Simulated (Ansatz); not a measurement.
Zone-centre phonons of Ti: input and output

Method: Ansatz 0.2.0, DFT PBEsol, scalar-relativistic, plane waves, PAW.

Launched with:
```bash
ansatz run input.yaml --threads 1 --pin off --max-ram 3072MiB --backend cpu --events-out ev --progress --plain --runs-dir out
```

Input (bare energies are in eV):
```yaml
crystal:
  lattice:
    - [2.9021963705, 0.0, 0.0]
    - [-1.4510981852, 2.5133757836, 0.0]
    - [0.0, 0.0, 4.6020447439]
  atoms:
    - { symbol: Ti, position: [0.3333333333, 0.6666666667, 0.25] }
    - { symbol: Ti, position: [0.6666666667, 0.3333333333, 0.75] }
basis:
  ecutwfc: 420
kpoints:
  mp_grid: { grid: [18, 18, 10] }
hamiltonian:
  xc: pbesol
scf:
  occupations: { method: fermi_dirac, width: 0.15 }
output:
  eigenvalues: true
phonons:
  method: dfpt
  eigenvectors: true
```

The end of the output:
```
--- Phonons (Γ-DFPT): 2 representative perturbations + reference, on 546 of 3240 k-points (Σ response iterations 6) ---
  k mesh reduced under 4 symmetry operations, with k and −k counted as one. Each operation leaves every solved displacement unchanged or reverses it
  ASR residual: 1.542e-3 → 0.000e0 eV/Å²; symmetrization residual: 3.979e-10 eV/Å²
  ASR residual per site (eV/Å²): 1.54e-3 1.54e-3
  Γ frequencies (cm⁻¹): 0.00 0.00 0.00 109.47 109.47 207.61
  non-analytic LO–TO correction: not included (Born effective charges unavailable; polar crystals: no LO–TO splitting at Γ)
```

Time: 41 s on 1 thread of Intel(R) Xeon(R) 6975P-C (Granite Rapids) (shared host), peak memory 1.3 GiB.

In a metal, frequencies and elastic constants depend on the k mesh and the smearing, soft modes and shear constants most.